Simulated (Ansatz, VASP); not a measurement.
**One calculation of Pd, two programs**

```
Pd
1.0
     2.78367    0.00000    0.00000
    -1.39183    2.41072    0.00000
     0.00000    0.00000    4.62889
Pd
2
Direct
  0.66667 0.33333 0.75000
  0.33333 0.66667 0.25000
```

This isn't the form of Pd at room conditions, which is fcc.

Alike in both runs: task single point; functional LDA; k mesh 10 × 10 × 6; no spin polarisation.

```csv
,VASP,Ansatz
version,VASP 6.6.1,Ansatz 0.2.0
potentials or method,"VASP PAW LDA potentials, release 64 (Pd)","plane waves, PAW"
plane-wave cutoff (eV),520,476
occupations,"methfessel-paxton of order 1, width 0.05 eV","cold, width 0.05 eV"
valence electrons in the cell,20,36
```

```tsv
	VASP	Ansatz	Ansatz less VASP
pressure (GPa)	-15.5	-15.8	-0.24
largest component of the traceless stress (GPa)	1.75	1.85	+0.094
```

The two sets of potentials don't hold the same shells in valence. Ansatz warned: «structure_snapped_to_symmetry».

Caveats: so large a pressure means that the cell lies far from this level's equilibrium, or that cutoff or potentials fall short (VASP).
